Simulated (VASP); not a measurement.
# Ce (Fm-3m) in VASP: notebook

One crystal, Ce, is run at these levels: r2SCAN; tasks: single point.

Everything below comes from runs of VASP 6.6.1. Logs are shortened: lines on timing, memory, paths and dates and some standing lists are left out, and cuts for length are marked.

**1. The crystal as given**

It takes space group Fm-3m (No. 225, cubic). Conventional cell: a = 5.161 Å, b = 5.161 Å, c = 5.161 Å, α = 90.00°, β = 90.00°, γ = 90.00°. Ce (site symmetry m-3m) is surrounded by 12 Ce at 3.65 Å.

**2. Single point, r2SCAN, collinear spin, ferromagnetic start**

Input file INCAR:

```
  PREC = Accurate
  ENCUT = 350
  EDIFF = 1E-6
  ISMEAR = 1
  SIGMA = 0.15
  LREAL = False
  LASPH = True
  NELM = 100
  ALGO = Normal
  ISIF = 2
  LWAVE = False
  LCHARG = False
  ISPIN = 2
  MAGMOM = 1
  LORBIT = 11
  LMAXMIX = 6
  METAGGA = R2SCAN
  LMIXTAU = True
  NBANDS = 16
  ADDGRID = False
```

Input file KPOINTS:

```
Automatic mesh
0
Gamma
  3 3 3
```

Input file POSCAR:

```
Ce
1.0
   -0.0014590000      2.6450560000      2.5959010000
    2.4929090000     -0.0085020000      2.6029440000
    2.4890890000      2.6482780000     -0.0046820000
Ce
1
Direct
    0.0101940000     -0.0185160000      0.0163130000
```

Potentials or basis: VASP PAW PBE potentials, release 64 (Ce).

Command:

```bash
> cat potpaw_PBE.64/Ce/POTCAR > POTCAR
> mpirun -np 1 vasp_std > vasp.out
```

OUTCAR:

```text
PREC = Accurate
   ENCUT = 350
   EDIFF = 1E-6
   ISMEAR = 1
   LREAL = False
   LASPH = True
   NELM = 100
   ISIF = 2
   ISPIN = 2
   LORBIT = 11
   METAGGA = R2SCAN

 Found     14 irreducible k-points:

 Following reciprocal coordinates:
            Coordinates               Weight
  0.000000  0.000000  0.000000      1.000000
  0.333333  0.000000  0.000000      2.000000
  0.000000  0.333333 -0.000000      2.000000
  0.333333  0.333333 -0.000000      2.000000
 -0.333333  0.333333 -0.000000      2.000000
 -0.000000 -0.000000  0.333333      2.000000
   k-points           NKPTS =     14   k-points in BZ     NKDIM =     14   number of bands    NBANDS=     16
   number of dos      NEDOS =    301   number of ions     NIONS =      1
   total plane-waves  NPLWV =  13824
   dimension x,y,z NGX =    24 NGY =   24 NGZ =   24
   dimension x,y,z NGXF=    48 NGYF=   48 NGZF=   48
   ions per type =               1
   NGX,Y,Z   is equivalent  to a cutoff of  10.77, 11.07, 10.98 a.u.
   NGXF,Y,Z  is equivalent  to a cutoff of  21.53, 22.14, 21.96 a.u.
 SYSTEM =  unknown system
   PREC   = accura    normal or accurate (medium, high low for compatibility)
   ISTART =      0    job   : 0-new  1-cont  2-samecut
   ICHARG =      2    charge: 1-file 2-atom 10-const
   ISPIN  =      2    spin polarized calculation?
   LNONCOLLINEAR =      F non collinear calculations
   LSORBIT =      F    spin-orbit coupling
   LASPH  =      T    aspherical Exc in radial PAW
   ENCUT  =  350.0 eV  25.72 Ry    5.07 a.u.   5.65  5.50  5.54*2*pi/ulx,y,z
   NELM   =    100;   NELMIN=  2; NELMDL= -5     # of ELM steps
   EDIFF  = 0.1E-05   stopping-criterion for ELM
   LREAL  =      F    real-space projection
   EDIFFG = 0.1E-04   stopping-criterion for IOM
   NSW    =      0    number of steps for IOM
   IBRION =     -1    ionic relax: 0-MD 1-quasi-New 2-CG
   NFREE  =      0    steps in history (QN), initial steepest desc. (CG)
   ISIF   =      2    stress and relaxation
   ISYM   =      2    0-nonsym 1-usesym 2-fastsym
   POTIM  = 0.5000    time-step for ionic-motion
   TEBEG  =    0.0;   TEEND  =   0.0 temperature during run
   PSTRESS=    0.0 pullay stress
   NELECT =      12.0000    total number of electrons
   NUPDOWN=      -1.0000    fix difference up-down
   EMIN   =  10.00;   EMAX   =-10.00  energy-range for DOS
   EFERMI =   0.00;   METHOD = LEGACY
   ISMEAR =     1;   SIGMA  =   0.15  broadening in eV -4-tet -1-fermi 0-gaus
   EFERMI_NEDOS =   21; number of points for ismear=-14 and -15
   IALGO  =     38    algorithm
   IMIX   =      4    mixing-type and parameters
     AMIX     =   0.40;   BMIX     =  1.00
     AMIX_MAG =   1.60;   BMIX_MAG =  1.00
  volume/ion in A,a.u.               =      34.37       231.95
  Fermi-wavevector in a.u.,A,eV,Ry     =   1.152757  2.178395 18.080093  1.328849
  Thomas-Fermi vector in A             =   2.289406
   LORBIT       =     11    0 simple, 1 ext, 2 COOP (PROOUT), +10 PAW based schemes
   METAGGA = R2SCAN    functional components
   LHFCALC =     F    Hartree Fock is set to
   AEXX    =    0.0000 exact exchange contribution
   IVDW    =     0    specifies the selected vdW correction
   LEPSILON=     F    determine dielectric tensor
   LRPA    =     F    only Hartree local field effects (RPA)
 spin polarized calculation
 Methfessel and Paxton  Order N= 1 SIGMA  =   0.15
  energy-cutoff  :      350.00
  volume of cell :       34.37
 maximum number of plane-waves:       519
 NGX is ok and might be reduce to    24
   NGX = 11   NGY = 11   NGZ = 11

 number of electron      12.0000001 magnetization       1.5576415

 Free energy of the ion-electron system (eV)
  ---------------------------------------------------
  ext. energy  EPLUGINS =         0.00000000
  ---------------------------------------------------
  free energy    TOTEN  =       -30.89026590 eV

  energy without entropy =      -30.88783589  energy(sigma->0) =      -30.88945590

 E-fermi :   7.3690     XC(G=0): -10.6946

 val. band max:        7.2646344306   @ k =   0.0000   0.3333   0.3333
 cond. band min:       7.3852502018   @ k =   0.0000   0.3333  -0.0000
 fundamental gap:      0.1206157712
 Fermi energy:         7.3690361153

 spin component 1

 k-point     1 :       0.0000    0.0000    0.0000
  band No.  band energies     occupation
      1     -28.8415      1.00000
      2     -10.4427      1.00000
      3     -10.4245      1.00000
      4     -10.4073      1.00000
      5       3.1660      1.00000
      6       6.3641      1.00000
      7       7.6648     -0.00874
      8       7.7051     -0.00341
      9       7.7999     -0.00019
     10       8.3984     -0.00000
     11       8.5839     -0.00000
     12       8.9265     -0.00000
     13       9.0072     -0.00000
     14       9.0202     -0.00000
     15       9.0426     -0.00000
     16      11.0170      0.00000

 k-point     2 :       0.3333    0.0000    0.0000
  band No.  band energies     occupation
      1     -28.6716      1.00000
      2     -11.6216      1.00000
      3     -10.6202      1.00000
      4     -10.5202      1.00000
      5       4.8777      1.00000
      6       6.6715      1.00000
      7       7.3935      0.36387
      8       7.8092     -0.00013
      9       7.9423     -0.00000
     10       8.3915     -0.00000
     11       8.5377     -0.00000
     12       8.6671     -0.00000
     13       8.7904     -0.00000
     14       9.0333     -0.00000
     15       9.2628     -0.00000
     16      12.1594      0.00000

 k-point     3 :       0.0000    0.3333   -0.0000
  band No.  band energies     occupation
      1     -28.6746      1.00000
      2     -11.6192      1.00000
      3     -10.6110      1.00000
      4     -10.5142      1.00000
      5       4.8806      1.00000
      6       6.6642      1.00000
      7       7.3853      0.40911
      8       7.8283     -0.00007
      9       7.9395     -0.00000
     10       8.4137     -0.00000
     11       8.5286     -0.00000
     12       8.6473     -0.00000
     13       8.8065     -0.00000
     14       9.0408     -0.00000
     15       9.2397     -0.00000
     16      12.1442      0.00000

 k-point     4 :       0.3333    0.3333   -0.0000
  band No.  band energies     occupation
      1     -28.6207      1.00000
      2     -11.5595      1.00000
      3     -10.8612      1.00000
      4     -10.7677      1.00000
      5       5.1295      1.00000
      6       5.5941      1.00000
      7       7.2158      1.02719
      8       7.6952     -0.00437
      9       7.9012     -0.00000
     10       8.0059     -0.00000
     11       8.5897     -0.00000
     12       8.6058     -0.00000
     13       8.6714     -0.00000
     14       9.7379     -0.00000
     15      11.6916      0.00000
     16      11.9891      0.00000

 k-point     5 :      -0.3333    0.3333   -0.0000
  band No.  band energies     occupation
      1     -28.5605      1.00000
      2     -11.4808      1.00000
      3     -11.4707      1.00000
      4     -10.7510      1.00000
      5       5.7618      1.00000
      6       6.8861      1.00003
      7       6.9365      1.00018
      8       7.7251     -0.00200
      9       8.0797     -0.00000
     10       8.1249     -0.00000
     11       8.4817     -0.00000
     12       8.5096     -0.00000
     13       8.5827     -0.00000
     14       8.5832     -0.00000
     15      10.8959      0.00000
     16      12.3977      0.00000

 k-point     6 :      -0.0000   -0.0000    0.3333
  band No.  band energies     occupation
      1     -28.6727      1.00000
      2     -11.6209      1.00000
      3     -10.6150      1.00000
      4     -10.5195      1.00000
      5       4.8792      1.00000
      6       6.6675      1.00000
      7       7.3877      0.39560
      8       7.8283     -0.00007
      9       7.9356     -0.00000
     10       8.4164     -0.00000
     11       8.5257     -0.00000
     12       8.6588     -0.00000
     13       8.8086     -0.00000
     14       9.0380     -0.00000
     15       9.2291     -0.00000
     16      12.1298      0.00000

 [... further k-points ...]

 spin component 2

 k-point     1 :       0.0000    0.0000    0.0000
  band No.  band energies     occupation
      1     -28.1980      1.00000
      2      -9.9422      1.00000
      3      -9.9210      1.00000
      4      -9.8987      1.00000
      5       4.1122      1.00000
      6       8.6728     -0.00000
      7       8.7069     -0.00000
      8       8.8021     -0.00000
      9       8.8406     -0.00000
     10       9.0426     -0.00000
     11       9.0846     -0.00000
     12       9.2324     -0.00000
     13       9.2430     -0.00000
     14       9.2624     -0.00000
     15       9.4409     -0.00000
     16      10.9891      0.00000

 k-point     2 :       0.3333    0.0000    0.0000
  band No.  band energies     occupation
      1     -28.0264      1.00000
      2     -11.1092      1.00000
      3     -10.1252      1.00000
      4     -10.0132      1.00000
      5       5.7513      1.00000
      6       8.4044     -0.00000
      7       8.5009     -0.00000
      8       8.7268     -0.00000
      9       8.7568     -0.00000
     10       8.7936     -0.00000
     11       8.9012     -0.00000
     12       9.2542     -0.00000
     13       9.2968     -0.00000
     14       9.6540     -0.00000
     15      10.2128     -0.00000
     16      12.4993      0.00000

 k-point     3 :       0.0000    0.3333   -0.0000
  band No.  band energies     occupation
      1     -28.0295      1.00000
      2     -11.1084      1.00000
      3     -10.1118      1.00000
      4     -10.0078      1.00000
      5       5.7472      1.00000
      6       8.4038     -0.00000
      7       8.5343     -0.00000
      8       8.7315     -0.00000
      9       8.7545     -0.00000
     10       8.7882     -0.00000
     11       8.8968     -0.00000
     12       9.2593     -0.00000
     13       9.2997     -0.00000
     14       9.6321     -0.00000
     15      10.1955     -0.00000
     16      12.4813      0.00000

 k-point     4 :       0.3333    0.3333   -0.0000
  band No.  band energies     occupation
      1     -27.9750      1.00000
      2     -11.0379      1.00000
      3     -10.3645      1.00000
      4     -10.2723      1.00000
      5       5.6820      1.00000
      6       6.4988      1.00000
      7       8.5813     -0.00000
      8       8.7600     -0.00000
      9       8.8304     -0.00000
     10       8.8835     -0.00000
     11       9.0157     -0.00000
     12       9.0228     -0.00000
     13      10.0090     -0.00000
     14      10.5949      0.00000
     15      12.2602      0.00000
     16      12.5253      0.00000

 k-point     5 :      -0.3333    0.3333   -0.0000
  band No.  band energies     occupation
      1     -27.9136      1.00000
      2     -10.9758      1.00000
      3     -10.9605      1.00000
      4     -10.2521      1.00000
      5       6.3192      1.00000
      6       7.6641     -0.00888
      7       8.4361     -0.00000
      8       8.5875     -0.00000
      9       8.7559     -0.00000
     10       8.7802     -0.00000
     11       9.1466     -0.00000
     12       9.1651     -0.00000
     13       9.5305     -0.00000
     14      10.1171     -0.00000
     15      11.0457      0.00000
     16      12.9679      0.00000

 k-point     6 :      -0.0000   -0.0000    0.3333
  band No.  band energies     occupation
      1     -28.0274      1.00000
      2     -11.1100      1.00000
      3     -10.1162      1.00000
      4     -10.0140      1.00000
      5       5.7496      1.00000
      6       8.4050     -0.00000
      7       8.5379     -0.00000
      8       8.7306     -0.00000
      9       8.7535     -0.00000
     10       8.7880     -0.00000
     11       8.8913     -0.00000
     12       9.2576     -0.00000
     13       9.3049     -0.00000
     14       9.6231     -0.00000
     15      10.2060     -0.00000
     16      12.4684      0.00000

 [... further k-points ...]

------------------------ aborting loop because EDIFF is reached ----------------------------------------

  FORCE on cell =-STRESS in cart. coord.  units (eV):
  Direction    XX          YY          ZZ          XY          YZ          ZX
  --------------------------------------------------------------------------------------
  -------------------------------------------------------------------------------------
  Total       -0.6637578     -1.2888658     -1.0827892      0.0105023     -0.0028244     -0.0070490
  in kB      -30.9405575    -60.0794802    -50.4733778      0.4895554     -0.1316560     -0.3285846
  external PRESSURE =     -47.1644718 kB  Pullay stress =       0.0000000 kB

 VOLUME and BASIS-vectors are now :
 -----------------------------------------------------------------------------
  energy-cutoff  :      350.00
  volume of cell :       34.37
      direct lattice vectors                 reciprocal lattice vectors
    -0.001459000  2.645056000  2.595901000    -0.200555131  0.188840357  0.192693816
     2.492909000 -0.008502000  2.602944000     0.200373936 -0.187990534  0.191662869
     2.489089000  2.648278000 -0.004682000     0.200954406  0.188389733 -0.191844065

 POSITION                                       TOTAL-FORCE (eV/Angst)
 -----------------------------------------------------------------------------------
      2.48734      0.06182      2.58113         0.000000      0.000000      0.000000
 -----------------------------------------------------------------------------------
    total drift:                               -0.000002     -0.000014      0.000014

  FREE ENERGIE OF THE ION-ELECTRON SYSTEM (eV)
  ---------------------------------------------------
  free  energy   TOTEN  =       -30.8902659048 eV

  energy  without entropy=      -30.8878358898  energy(sigma->0) =      -30.88945590

 total charge

# of ion       s       p       d       f       tot
--------------------------------------------------
    1        2.105   5.614   0.969   1.070   9.758

 magnetization (x)

# of ion       s       p       d       f       tot
--------------------------------------------------
    1        0.011   0.038   0.137   0.995   1.181
```

It took 42 s on 1 thread of AMD EPYC 9R45 (Zen 5), shared host; peak memory 0.13 GiB.

The run converged, but some of its settings lie outside the range that counts as converged, so its numbers aren't taken as properties of the crystal.

Results:

| Item | Value |
| --- | --- |
| Free energy | -30.8903 eV |
| Pressure | -4.7 GPa |
| Band gap on the k mesh | none (metal or under the smearing width) |
| Net moment | 1.56 μB per cell |
| Site moments | Ce +1.18 μB |
| Valence electrons inside the program's atomic spheres | Ce 9.76 |

Caveat: the k mesh is coarse (spacing up to 0.70 Å⁻¹), so the values aren't converged; the magnetic or orbital state may not be the lowest; the PAW data sets were made with another functional, which shifts forces and pressure a little; spin-orbit coupling is left out, which moves the levels of the heavy elements.

**3. Single point, r2SCAN, collinear spin, ferromagnetic start**

Edit INCAR of step 2 so:

```diff
@@ -1,3 +1,3 @@
   PREC = Accurate
-  ENCUT = 350
+  ENCUT = 250
   EDIFF = 1E-6
```

Input file KPOINTS:

```
Automatic mesh
0
Gamma
  4 4 4
```

Input file POSCAR:

```
Ce
1.0
    0.0000000000      2.5806000000      2.5806000000
    2.5806000000      0.0000000000      2.5806000000
    2.5806000000      2.5806000000      0.0000000000
Ce
1
Direct
    0.0000000000      0.0000000000      0.0000000000
```

Potentials or basis: VASP PAW PBE potentials, release 64 (Ce).

Command:

```bash
> cat potpaw_PBE.64/Ce/POTCAR > POTCAR
> mpirun -np 1 vasp_std > vasp.out
```

Run time: 44 s. Hardware: 1 thread of AMD EPYC 9R45 (Zen 5), shared host; peak memory 0.11 GiB.

The run converged, but a check on its numbers failed (symmetry, net force, bounds or a known fault of this set-up), so they aren't taken as properties of the crystal.

Caveat: the k mesh is coarse (spacing up to 0.53 Å⁻¹), so the values aren't converged; the cutoff lies under the usual one of these potentials, so the numbers hold a large basis-set error; the magnetic or orbital state may not be the lowest; the PAW data sets were made with another functional, which shifts forces and pressure a little; spin-orbit coupling is left out, which moves the levels of the heavy elements.

(Part 1 of 2 ends here.)
